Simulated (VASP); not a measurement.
# CaB2 (P6/mmm) in VASP: further runs

Runs on CaB2. Level: PBE0(alpha). Tasks: single point.

Everything below comes from runs of VASP 6.6.1. Logs are shortened: lines on timing, memory, paths and dates and some standing lists are left out, and cuts for length are marked.

### Step 1. The structure

Symmetry: P6/mmm, No. 191, hexagonal system. Conventional cell: a = 3.226 Å, b = 3.226 Å, c = 4.067 Å, α = 90.00°, β = 90.00°, γ = 120.00°. Ca (site symmetry 6/mmm) is surrounded by 12 B at 2.76 Å. Around B (site symmetry -6m2) lie 3 B at 1.86 Å.

The cell comes from a database or a generator and needn't be the stable form of this composition.

### Step 2. Single point, PBE0(alpha)

Input file POSCAR:

```
CaB2
1.0
    3.2264302843      0.0000000000      0.0000000000
   -1.6132151421      2.7941705897      0.0000000000
    0.0000000000      0.0000000000      4.0673920000
Ca B
1 2
Direct
    0.0000000000      0.0000000000      0.0000000000
    0.6666666667      0.3333333333      0.5000000000
    0.3333333333      0.6666666667      0.5000000000
```

Input file INCAR.step1:

```
  ALGO = Normal
  EDIFF = 1E-5
  ENCUT = 520
  GGA = PE
  ISIF = 2
  ISMEAR = -1
  LASPH = T
  LREAL = F
  LWAVE = T
  NELM = 60
  PREC = Accurate
  SIGMA = 0.05
```

Input file INCAR.step2:

```
  AEXX = 0.05
  ALGO = Normal
  EDIFF = 1E-6
  ENCUT = 520
  GGA = PE
  HFRCUT = -1
  ISIF = 2
  ISMEAR = -1
  ISTART = 1
  LASPH = T
  LCHARG = F
  LHFCALC = T
  LREAL = F
  LWAVE = F
  NELM = 60
  PREC = Accurate
  PRECFOCK = Fast
  SIGMA = 0.05
```

Input file KPOINTS:

```
k-points
0
Gamma
  5 5 4
```

Potentials or basis: VASP PAW PBE potentials, release 64 (Ca_sv, B).

Started as:

```
$ cat potpaw_PBE.64/Ca_sv/POTCAR potpaw_PBE.64/B/POTCAR > POTCAR
$ cp INCAR.step1 INCAR
$ mpirun -np 1 vasp_std > vasp.out
$ cp INCAR.step2 INCAR
$ mpirun -np 1 vasp_std > vasp.out
```

OUTCAR:

```text
AEXX = 0.05
   EDIFF = 1E-6
   ENCUT = 520
   GGA = PE
   ISIF = 2
   ISMEAR = -1
   ISTART = 1
   LASPH = T
   LHFCALC = T
   LREAL = F
   NELM = 60
   PREC = Accurate
   PRECFOCK = Fast

 ion  position               nearest neighbor table
   1  0.000  0.000  0.000-
   2  0.667  0.333  0.500-   3 1.86   3 1.86   3 1.86
   3  0.333  0.667  0.500-   2 1.86   2 1.86   2 1.86

  LATTYP: Found a hexagonal cell.
 ALAT       =     3.2264302843
 C/A-ratio  =     1.2606477257

  Lattice vectors:

 A1 = (   3.2264302843,   0.0000000000,   0.0000000000)
 A2 = (  -1.6132151421,   2.7941705897,   0.0000000000)
 A3 = (   0.0000000000,   0.0000000000,   4.0673920000)

Analysis of symmetry for initial positions (statically):
=====================================================================
 Subroutine PRICEL returns:
 Original cell was already a primitive cell.

 Routine SETGRP: Setting up the symmetry group for a
 hexagonal supercell.

 Subroutine GETGRP returns: Found 24 space group operations
 (whereof 24 operations were pure point group operations)
 out of a pool of 24 trial point group operations.

The static configuration has the point symmetry D_6h.

Analysis of symmetry for dynamics (positions and initial velocities):
=====================================================================
 Subroutine PRICEL returns:
 Original cell was already a primitive cell.

 Routine SETGRP: Setting up the symmetry group for a
 hexagonal supercell.

 Subroutine GETGRP returns: Found 24 space group operations
 (whereof 24 operations were pure point group operations)
 out of a pool of 24 trial point group operations.

The dynamic configuration has the point symmetry D_6h.

 Subroutine INISYM returns: Found 24 space group operations
 (whereof 24 operations are pure point group operations),
 and found     1 'primitive' translations

----------------------------------------------------------------------------------------

                                     Primitive cell

  volume of cell :      36.6683

  direct lattice vectors                    reciprocal lattice vectors
     3.226430284  0.000000000  0.000000000     0.309940061  0.178943978  0.000000000
    -1.613215142  2.794170590  0.000000000     0.000000000  0.357887956  0.000000000
     0.000000000  0.000000000  4.067392000     0.000000000  0.000000000  0.245857788

  length of vectors
     3.226430284  3.226430284  4.067392000     0.357887956  0.357887956  0.245857788

  position of ions in fractional coordinates (direct lattice)
     0.000000000  0.000000000  0.000000000
     0.666666667  0.333333333  0.500000000
     0.333333333  0.666666667  0.500000000

  ion indices of the primitive-cell ions
   primitive index   ion index
                 1           1
                 2           2
                 3           3

----------------------------------------------------------------------------------------

 KPOINTS: k-points

Automatic generation of k-mesh.
 Grid dimensions read from file:
 generate k-points for:    5    5    4

 Generating k-lattice:

  Cartesian coordinates                     Fractional coordinates (reciprocal lattice)
     0.061988012  0.035788796  0.000000000     0.200000000  0.000000000  0.000000000
     0.000000000  0.071577591  0.000000000     0.000000000  0.200000000  0.000000000
     0.000000000  0.000000000  0.061464447     0.000000000  0.000000000  0.250000000

  Length of vectors
     0.071577591  0.071577591  0.061464447

  Shift w.r.t. Gamma in fractional coordinates (k-lattice)
     0.000000000  0.000000000  0.000000000

 Subroutine IBZKPT returns following result:
 ===========================================

 Found     15 irreducible k-points:

 Following reciprocal coordinates:
            Coordinates               Weight
  0.000000  0.000000  0.000000      1.000000
  0.200000 -0.000000  0.000000      6.000000
  0.400000  0.000000  0.000000      6.000000
  0.200000  0.200000  0.000000      6.000000
  0.400000  0.200000  0.000000      6.000000
  0.000000  0.000000  0.250000      2.000000
  0.200000 -0.000000  0.250000     12.000000
  0.400000  0.000000  0.250000     12.000000
  0.200000  0.200000  0.250000     12.000000
  0.400000  0.200000  0.250000     12.000000
  0.000000  0.000000  0.500000      1.000000
  0.200000 -0.000000  0.500000      6.000000
  0.400000  0.000000  0.500000      6.000000
  0.200000  0.200000  0.500000      6.000000
  0.400000  0.200000  0.500000      6.000000
   k-points           NKPTS =     15   k-points in BZ     NKDIM =    100   number of bands    NBANDS=     12
   number of dos      NEDOS =    301   number of ions     NIONS =      3
   total plane-waves  NPLWV =  17280
   dimension x,y,z NGX =    24 NGY =   24 NGZ =   30
   dimension x,y,z NGXF=    48 NGYF=   48 NGZF=   60
   ions per type =               1   2
   NGX,Y,Z   is equivalent  to a cutoff of  12.37, 12.37, 12.26 a.u.
   NGXF,Y,Z  is equivalent  to a cutoff of  24.73, 24.73, 24.52 a.u.
 SYSTEM =  unknown system
   PREC   = accura    normal or accurate (medium, high low for compatibility)
   ISTART =      1    job   : 0-new  1-cont  2-samecut
   ICHARG =      0    charge: 1-file 2-atom 10-const
   ISPIN  =      1    spin polarized calculation?
   LNONCOLLINEAR =      F non collinear calculations
   LSORBIT =      F    spin-orbit coupling
   LASPH  =      T    aspherical Exc in radial PAW
   ENCUT  =  520.0 eV  38.22 Ry    6.18 a.u.   6.00  6.00  7.56*2*pi/ulx,y,z
   NELM   =     60;   NELMIN=  2; NELMDL=  0     # of ELM steps
   EDIFF  = 0.1E-05   stopping-criterion for ELM
   LREAL  =      F    real-space projection
   EDIFFG = 0.1E-04   stopping-criterion for IOM
   NSW    =      0    number of steps for IOM
   IBRION =     -1    ionic relax: 0-MD 1-quasi-New 2-CG
   NFREE  =      0    steps in history (QN), initial steepest desc. (CG)
   ISIF   =      2    stress and relaxation
   ISYM   =      3    0-nonsym 1-usesym 2-fastsym
   POTIM  = 0.5000    time-step for ionic-motion
   TEBEG  =    0.0;   TEEND  =   0.0 temperature during run
   PSTRESS=    0.0 pullay stress
   NELECT =      16.0000    total number of electrons
   NUPDOWN=      -1.0000    fix difference up-down
   EMIN   =  10.00;   EMAX   =-10.00  energy-range for DOS
   EFERMI =   0.00;   METHOD = LEGACY
   ISMEAR =    -1;   SIGMA  =   0.05  broadening in eV -4-tet -1-fermi 0-gaus
   EFERMI_NEDOS =   21; number of points for ismear=-14 and -15
   IALGO  =     38    algorithm
   IMIX   =      1    mixing-type and parameters
     AMIX     =   0.40;   BMIX     =  1.00
     AMIX_MAG =   1.60;   BMIX_MAG =  1.00
  volume/ion in A,a.u.               =      12.22        82.48
  Fermi-wavevector in a.u.,A,eV,Ry     =   1.241703  2.346479 20.977823  1.541826
  Thomas-Fermi vector in A             =   2.376089
   LORBIT       =      0    0 simple, 1 ext, 2 COOP (PROOUT), +10 PAW based schemes
   GGA     = PE    functional components
   LHFCALC =     T    Hartree Fock is set to
   PRECFOCK=fast      Normal, Fast or Accurate (Low or Medium for compatibility)
   ENCUT4O =  -1.0   cutoff for four orbital integrals eV
   NKREDX  =     1    reduce k-point grid by
   NKREDY  =     1    reduce k-point grid by
   NKREDZ  =     1    reduce k-point grid by
   AEXX    =    0.0500 exact exchange contribution
   HFSCREEN=    0.0000 screening length (either q_TF or 0.3 A-1)
   HFSCREENC=   0.0000 screening length for correlation (either q_TF or 0.3 A-1)
   ENCUTFOCK=  -1.0 apply spherical cutoff to Coloumb kernel
   IVDW    =     0    specifies the selected vdW correction
   LEPSILON=     F    determine dielectric tensor
   LRPA    =     F    only Hartree local field effects (RPA)
 non-spin polarized calculation
  energy-cutoff  :      520.00
  volume of cell :       36.67
 maximum number of plane-waves:      1000
 NGX is ok and might be reduce to    24
  NGX = 14; NGY = 14; NGZ = 18

 number of electron      16.0000004 magnetization

 Free energy of the ion-electron system (eV)
  ---------------------------------------------------
  ext. energy  EPLUGINS =         0.00000000
  ---------------------------------------------------
  free energy    TOTEN  =       -16.10580872 eV

  energy without entropy =      -16.09954972  energy(sigma->0) =      -16.10267922

 E-fermi :   4.7764     XC(G=0): -10.3493

 val. band max:        4.3085353658   @ k =   0.2000  -0.0000   0.0000
 cond. band min:       4.8639835778   @ k =   0.4000   0.0000   0.5000
 fundamental gap:      0.5554482120
 Fermi energy:         4.7764354539

 k-point     1 :       0.0000    0.0000    0.0000
  band No.  band energies     occupation
      1     -35.9322      2.00000
      2     -16.6231      2.00000
      3     -16.4298      2.00000
      4     -16.4298      2.00000
      5      -6.1433      2.00000
      6       2.6932      2.00000
      7       5.0850      0.00417
      8       5.0850      0.00417
      9       5.1763      0.00067
     10      10.3221      0.00000
     11      10.3221      0.00000
     12      11.1784      0.00000

 k-point     2 :       0.2000   -0.0000    0.0000
  band No.  band energies     occupation
      1     -35.8934      2.00000
      2     -16.7097      2.00000
      3     -16.5684      2.00000
      4     -16.4895      2.00000
      5      -5.4538      2.00000
      6       2.6958      2.00000
      7       2.7602      2.00000
      8       4.3085      1.99983
      9       5.9132      0.00000
     10       9.0486      0.00000
     11      10.5120      0.00000
     12      10.5914      0.00000
[... 166 lines left out ...]
 k-point    14 :       0.2000    0.2000    0.5000
  band No.  band energies     occupation
      1     -35.8380      2.00000
      2     -16.9631      2.00000
      3     -16.6294      2.00000
      4     -16.5999      2.00000
      5      -3.8337      2.00000
      6       0.8188      2.00000
      7       2.1186      2.00000
      8       2.3690      2.00000
      9       5.5902      0.00000
     10       9.8481      0.00000
     11      11.1818      0.00000
     12      11.3776      0.00000

 k-point    15 :       0.4000    0.2000    0.5000
  band No.  band energies     occupation
      1     -35.8062      2.00000
      2     -17.0855      2.00000
      3     -16.7585      2.00000
      4     -16.5380      2.00000
      5      -2.5712      2.00000
      6      -1.1808      2.00000
      7       1.5879      2.00000
      8       3.9364      2.00000
      9       4.1589      1.99999
     10      10.5527      0.00000
     11      11.4349      0.00000
     12      11.8570      0.00000

------------------------ aborting loop because EDIFF is reached ----------------------------------------

  FORCE on cell =-STRESS in cart. coord.  units (eV):
  Direction    XX          YY          ZZ          XY          YZ          ZX
  --------------------------------------------------------------------------------------
  -------------------------------------------------------------------------------------
  Total       -0.0066275     -0.0066275     -0.1292085     -0.0000000      0.0000000      0.0000000
  in kB       -0.2895790     -0.2895790     -5.6456051     -0.0000000      0.0000000      0.0000000
  external PRESSURE =      -2.0749211 kB  Pullay stress =       0.0000000 kB

 VOLUME and BASIS-vectors are now :
 -----------------------------------------------------------------------------
  energy-cutoff  :      520.00
  volume of cell :       36.67
      direct lattice vectors                 reciprocal lattice vectors
     3.226430284  0.000000000  0.000000000     0.309940061  0.178943978  0.000000000
    -1.613215142  2.794170590  0.000000000     0.000000000  0.357887956  0.000000000
     0.000000000  0.000000000  4.067392000     0.000000000  0.000000000  0.245857788

 POSITION                                       TOTAL-FORCE (eV/Angst)
 -----------------------------------------------------------------------------------
      0.00000      0.00000      0.00000        -0.000000      0.000000      0.000000
      1.61322      0.93139      2.03370         0.000000     -0.000000      0.000000
     -0.00000      1.86278      2.03370        -0.000000      0.000000     -0.000000
 -----------------------------------------------------------------------------------
    total drift:                               -0.000000     -0.000000     -0.000000

  FREE ENERGIE OF THE ION-ELECTRON SYSTEM (eV)
  ---------------------------------------------------
  free  energy   TOTEN  =       -16.1058087163 eV

  energy  without entropy=      -16.0995497237  energy(sigma->0) =      -16.10267922
```

Run time: 2.5 min. Hardware: 1 thread of Intel Xeon Platinum 8488C (Sapphire Rapids), shared host; peak memory 0.15 GiB.

Results:

```
Free energy            : -16.1058 eV
Pressure               : -0.2 GPa
Band gap on the k mesh : none (metal or under the smearing width)
```

Stress tensor (GPa, compression positive):
```
-0.03  0.00  0.00
 0.00 -0.03  0.00
 0.00  0.00 -0.56
```

Caveat: the k mesh is coarse (spacing up to 0.45 Å⁻¹), so the values aren't converged, least of all with exact exchange; the PAW data sets were made with another functional, which shifts forces and pressure a little.

### Step 3. Single point, PBE0(alpha)

POSCAR is that of step 2.

INCAR.step1 is that of step 2.

Edit INCAR.step2 of step 2 so:

```diff
@@ -1,2 +1,2 @@
-  AEXX = 0.05
+  AEXX = 0.1
   ALGO = Normal
```

KPOINTS is that of step 2.

Potentials or basis: VASP PAW PBE potentials, release 64 (Ca_sv, B).

Started as:

```
$ cat potpaw_PBE.64/Ca_sv/POTCAR potpaw_PBE.64/B/POTCAR > POTCAR
$ cp INCAR.step1 INCAR
$ mpirun -np 1 vasp_std > vasp.out
$ cp INCAR.step2 INCAR
$ mpirun -np 1 vasp_std > vasp.out
```

It took 2.9 min on 1 thread of Intel Xeon Platinum 8488C (Sapphire Rapids), shared host; peak memory 0.15 GiB.

The run converged. Its results:

```
Free energy            : -16.4767 eV
Pressure               : -0.4 GPa
Band gap on the k mesh : none (metal or under the smearing width)
```

Stress tensor (GPa, compression positive):
```
-0.27  0.00  0.00
 0.00 -0.27  0.00
 0.00  0.00 -0.58
```

Levels at points of the mesh, in eV from the Fermi level:
```csv
k point,band 5,band 6,band 7,band 8,band 9,band 10,band 11,band 12
"(0.00, 0.00, 0.00)",-11.42,-2.34,0.27,0.27,0.47,5.77,5.77,6.63
"(0.00, 0.00, 0.50)",-10.34,-5.42,0.86,0.86,3.71,4.40,4.40,4.51
```

Caveat: the k mesh is coarse (spacing up to 0.45 Å⁻¹), so the values aren't converged, least of all with exact exchange; the PAW data sets were made with another functional, which shifts forces and pressure a little.

### Step 4. For comparison

An earlier run on the cell as given: functional PBE; potentials or basis VASP PAW PBE potentials, release 64 (Ca_sv, B); cutoff 520 eV; k mesh 9 × 9 × 7; occupations fermi-dirac, width 0.05 eV; no spin polarisation.

* Pressure: -0.1 GPa
* Band gap on the k mesh: none (metal or under the smearing width)

### Step 5. The runs side by side

```csv
level,k mesh,share of exact exchange,grid for exact exchange (PRECFOCK),exchange at q = 0,mesh quality,gap on the mesh (eV),pressure (GPa)
PBE0(alpha),5 × 5 × 4,0.05,Fast,truncated,coarse,none,-0.2
PBE0(alpha),5 × 5 × 4,0.1,Fast,truncated,coarse,none,-0.4
PBE,9 × 9 × 7,-,-,-,not flagged,none,-0.1
```

Alike in all rows: task single point; potentials or basis VASP PAW PBE potentials, release 64 (Ca_sv, B); no spin polarisation; cell as given; cutoff (eV) 520; smearing fermi-dirac 0.05 eV.

Caveats: some runs use coarse meshes; the PAW data sets were made with another functional, which shifts forces and pressure a little (some runs).

Total energies depend on the potentials used, so only differences within one code and one set of settings carry meaning.
